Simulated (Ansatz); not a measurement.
The system is C.

```
C
1.0
     0.00000    1.78337    1.78337
     1.78337    0.00000    1.78337
     1.78337    1.78337    0.00000
C
2
Cartesian
  2.6751 2.6751 2.6751
  1.7834 1.7834 1.7834
```

This isn't the form of C at room conditions, which is graphite.

| Property | Result |
| --- | --- |
| Program | Ansatz 0.2.0 |
| Task | relaxation of cell and atoms |
| Functional | rPW86-PBE |
| Dispersion | rVV10 |
| Potentials or basis | PseudoDojo standard (PBE files) |
| Cutoff | 1116 eV |
| Density cutoff | 4463 eV |
| k mesh | 13 × 13 × 13 |
| Occupations | fixed |
| Spin | no spin polarisation |

At the start: volume 5.67 Å³/atom.

Where does the relaxation end?

It ends after 7 steps and the volume is 5.82 Å³/atom (+2.6 %); space group Fd-3m (No. 227, to 0.05 Å).

The path:
```tsv
step	energy change (eV)	largest force (eV/Å)	volume (Å³)
1	0.0000	0.0000	11.34
2	-0.0084	0.0000	11.52
3	-0.0099	0.0000	11.64
4	-0.0099	0.0000	11.64
5	-0.0103	0.0000	11.64
6	-0.0103	0.0000	11.64
7	-0.0103	0.0000	11.64
```

Final structure:
```yaml
crystal:
  lattice:
    - [0.00000, 1.79894, 1.79894]
    - [1.79894, 0.00000, 1.79894]
    - [1.79894, 1.79894, 0.00000]
  atoms:
    - { symbol: C, position: [0.75000, 0.75000, 0.75000] }
    - { symbol: C, position: [0.50000, 0.50000, 0.50000] }
```

Caveat: the potentials were made for another functional, which shifts forces and pressure; the rVV10 pressure on norm-conserving files is uncertain; the plane-wave basis is chosen anew once the cell has moved, so the energies of steps on either side of that aren't comparable.
